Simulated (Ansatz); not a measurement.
A relaxation computed with Ansatz, from input to last step.

```yaml
crystal:
  lattice:
    - [3.3302707086, 0.0, 0.0]
    - [-1.6651353543, 2.8840990352, 0.0]
    - [0.0, 0.0, 5.435925682]
  atoms:
    - { symbol: Zr, position: [0.0, 0.0, 0.0] }
    - { symbol: C, position: [0.6666666667, 0.3333333333, 0.25] }
    - { symbol: Zr, position: [0.3333333333, 0.6666666667, 0.5] }
    - { symbol: C, position: [0.6666666667, 0.3333333333, 0.75] }
basis:
  ecutwfc: 420
kpoints:
  mp_grid: { grid: [12, 12, 9] }
hamiltonian:
  xc: pbe
scf:
  occupations: { method: gaussian, width: 0.1 }
output:
  forces: true
  stress: true
  eigenvalues: true
  populations: true
relax:
  adjacent_minimum: "off"
  f_tol: 0.01
  max_steps: 45
  cell: { stress_tol: 0.05 }
```

```bash
ansatz run input.yaml --threads 1 --pin off --max-ram 2560MiB --backend cpu --events-out ev --progress --plain --runs-dir out
```

These are results of DFT PBE, scalar-relativistic, plane waves, PAW in Ansatz, not measurements.

Of 7 frames 7 are shown, positions in Å and forces in eV/Å; the SCF threshold varies from step to step. Steps run on the plane waves of an earlier cell, with a Pulay correction in the pressure. The basis is chosen afresh for the last frame, the zero of the energies, and can be on the way; energy and pressure step there, also at an unchanged geometry.

```xyz
4
Lattice="3.3303 0.0000 0.0000 -1.6651 2.8841 0.0000 0.0000 0.0000 5.4359" Properties=species:S:1:pos:R:3:forces:R:3 pbc="T T T" step=1 free_energy_over_end_meV_per_atom=7.25 pressure_GPa=-0.12
Zr    0.0000    0.0000    0.0000    0.0000    0.0000    0.0000
C     1.6651    0.9614    1.3590    0.0000    0.0000    0.0000
Zr    0.0000    1.9227    2.7180    0.0000    0.0000    0.0000
C     1.6651    0.9614    4.0769    0.0000    0.0000    0.0000
4
Lattice="3.4124 0.0000 0.0000 -1.7062 2.9552 0.0000 0.0000 0.0000 5.1709" Properties=species:S:1:pos:R:3:forces:R:3 pbc="T T T" step=2 free_energy_over_end_meV_per_atom=6.74 pressure_GPa=-0.27
Zr    0.0000    0.0000    0.0000    0.0000    0.0000    0.0000
C     1.7062    0.9851    1.2927    0.0000    0.0000    0.0000
Zr    0.0000    1.9702    2.5855    0.0000    0.0000    0.0000
C     1.7062    0.9851    3.8782    0.0000    0.0000    0.0000
4
Lattice="3.3706 0.0000 0.0000 -1.6853 2.9191 0.0000 0.0000 0.0000 5.3010" Properties=species:S:1:pos:R:3:forces:R:3 pbc="T T T" step=3 free_energy_over_end_meV_per_atom=0.11 pressure_GPa=-0.06
Zr    0.0000    0.0000    0.0000    0.0000    0.0000    0.0000
C     1.6853    0.9730    1.3253    0.0000    0.0000    0.0000
Zr    0.0000    1.9460    2.6505    0.0000    0.0000    0.0000
C     1.6853    0.9730    3.9758    0.0000    0.0000    0.0000
4
Lattice="3.3715 0.0000 0.0000 -1.6858 2.9198 0.0000 0.0000 0.0000 5.2959" Properties=species:S:1:pos:R:3:forces:R:3 pbc="T T T" step=4 free_energy_over_end_meV_per_atom=0.09 pressure_GPa=0.03
Zr    0.0000    0.0000    0.0000    0.0000    0.0000    0.0000
C     1.6858    0.9733    1.3240    0.0000    0.0000    0.0000
Zr    0.0000    1.9465    2.6480    0.0000    0.0000    0.0000
C     1.6858    0.9733    3.9719    0.0000    0.0000    0.0000
4
Lattice="3.3715 0.0000 0.0000 -1.6858 2.9198 0.0000 0.0000 0.0000 5.2959" Properties=species:S:1:pos:R:3:forces:R:3 pbc="T T T" step=5 free_energy_over_end_meV_per_atom=0.00 pressure_GPa=0.03
Zr    0.0000    0.0000    0.0000    0.0000    0.0000    0.0000
C     1.6858    0.9733    1.3240    0.0000    0.0000    0.0000
Zr    0.0000    1.9465    2.6480    0.0000    0.0000    0.0000
C     1.6858    0.9733    3.9719    0.0000    0.0000    0.0000
4
Lattice="3.3723 0.0000 0.0000 -1.6861 2.9205 0.0000 0.0000 0.0000 5.2944" Properties=species:S:1:pos:R:3:forces:R:3 pbc="T T T" step=6 free_energy_over_end_meV_per_atom=0.00 pressure_GPa=0.00
Zr    0.0000    0.0000    0.0000    0.0000    0.0000    0.0000
C     1.6861    0.9735    1.3236    0.0000    0.0000    0.0000
Zr    0.0000    1.9470    2.6472    0.0000    0.0000    0.0000
C     1.6861    0.9735    3.9708    0.0000    0.0000    0.0000
4
Lattice="3.3723 0.0000 0.0000 -1.6861 2.9205 0.0000 0.0000 0.0000 5.2944" Properties=species:S:1:pos:R:3:forces:R:3 pbc="T T T" step=7 free_energy_over_end_meV_per_atom=0.00 pressure_GPa=0.00
Zr    0.0000    0.0000    0.0000    0.0000    0.0000    0.0000
C     1.6861    0.9735    1.3236    0.0000    0.0000    0.0000
Zr    0.0000    1.9470    2.6472    0.0000    0.0000    0.0000
C     1.6861    0.9735    3.9708    0.0000    0.0000    0.0000
```

Time: 39 s on 1 thread of Arm Neoverse V1, with other jobs on the host, peak memory 0.39 GiB.